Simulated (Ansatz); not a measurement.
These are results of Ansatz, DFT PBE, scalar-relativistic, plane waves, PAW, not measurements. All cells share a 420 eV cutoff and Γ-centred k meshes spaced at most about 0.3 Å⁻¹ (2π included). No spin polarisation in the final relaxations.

Temperature and zero-point effects are left out.

Compare these two cells of PbS, each relaxed at this level.

A.

```
Pb S
1.0
     4.98300    0.00000    0.00000
    -2.49150    4.31541    0.00000
     0.00000    0.00000    8.49656
Pb S
3 3
Cartesian
  -1.3064 3.6312 5.6644
  0.0000 1.3685 2.8322
  1.3064 3.6312 0.0000
  3.7473 0.7134 5.6644
  2.4915 2.8885 2.8322
  1.2357 0.7134 0.0000
```

B.

```
Pb S
1.0
     0.00000    3.00495    3.00495
     3.00495    0.00000    3.00495
     3.00495    3.00495    0.00000
Pb S
1 1
Cartesian
  0.0000 0.0000 0.0000
  3.0050 3.0050 3.0050
```

**Question.** Which form is favoured at zero pressure, and by what margin per atom?

**Answer.** B is lower, by 255 meV/atom. A has space group P3_212 (No. 153), 30.5 Å³/atom and a gap of 0.24 eV on its mesh; B has the rock salt type, space group Fm-3m (No. 225), 27.1 Å³/atom and a gap of 0.49 eV. Counting S atoms around Pb (those within 1.25 times the shortest such distance or 1.15 times the sum of covalent radii; the shortest distance is added where it is long for a bond), A has Pb 5 and B has Pb 6 from 3.0 Å. The denser one is the lower, and pressure would at first widen the difference. In A, Pb is surrounded by 3 S at 2.80–2.92 Å and 2 S at 3.16 Å; S has 3 Pb at 2.80–2.92 Å and 2 Pb at 3.16 Å. In B, Pb is surrounded by 6 S at 3.00 Å; S is surrounded by 6 Pb at 3.00 Å. One comes from a distorted database cell, the other from an invented guess. The part of the Crystallography Open Database at hand lists PbS in space groups No. 12, 225; sharing a group (Fm-3m) doesn't make a cell the listed structure.

Spin–orbit coupling, which can matter for Pb, is left out. Kohn–Sham gaps at this level usually fall short of measured ones. The missing spin–orbit coupling can work the other way here. Cells relaxed within their symmetry can be saddle points.
